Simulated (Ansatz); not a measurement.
SnO$_{2}$ (Pnnm), random displacements

All numbers below come from DFT r2SCAN, scalar-relativistic, plane waves, PAW (Ansatz). Cutoff 500 eV, Γ-centred 6×6×8 k-points, Gaussian smearing of 0.05 eV. No spin polarisation. Energies are free energies at this smearing, counted from the undisturbed cell; pressure is positive in compression.

Reference structure (as given, not relaxed at this level):

```
Sn O
1.0
     4.78800    0.00000    0.00000
     0.00000    4.86658    0.00000
     0.00000    0.00000    3.24090
Sn O
2 4
Direct
  0.50000 0.50000 0.50000
  0.00000 0.00000 0.00000
  0.29185 0.32104 0.00000
  0.79185 0.17896 0.50000
  0.20814 0.82104 0.50000
  0.70815 0.67896 0.00000
```

The atoms are displaced (Å, in the unstrained cell):

```tsv
atom	ux	uy	uz
Sn1	-0.195	0.276	0.059
Sn2	-0.077	-0.306	-0.242
O3	-0.359	0.033	-0.431
O4	0.457	0.015	0.210
O5	0.021	0.114	0.379
O6	0.154	-0.132	0.025
```

Strain (Voigt, engineering shear): (0.0063, 0.0156, 0.0221, -0.0389, -0.0385, -0.0586).

What are the energy change, the stress and the forces?

ΔE = 1542.9 meV/atom; stress (xx, yy, zz, yz, xz, xy; compression positive) (52.35, 32.97, 25.88, -0.46, -20.98, -9.14) GPa; gap on the mesh 0.11 eV.
```
atom Fx (eV/Å) Fy Fz
 Sn1       0.81  -3.94   -1.27
 Sn2      -8.38   8.49   15.74
  O3       3.63   2.40    3.64
  O4      -5.65   2.26   -6.71
  O5      13.71  -6.15  -12.72
  O6      -4.12  -3.05    1.32
```

Cost: 1 run of about 1.3 core-minutes, on Arm Neoverse V2 (shared hosts).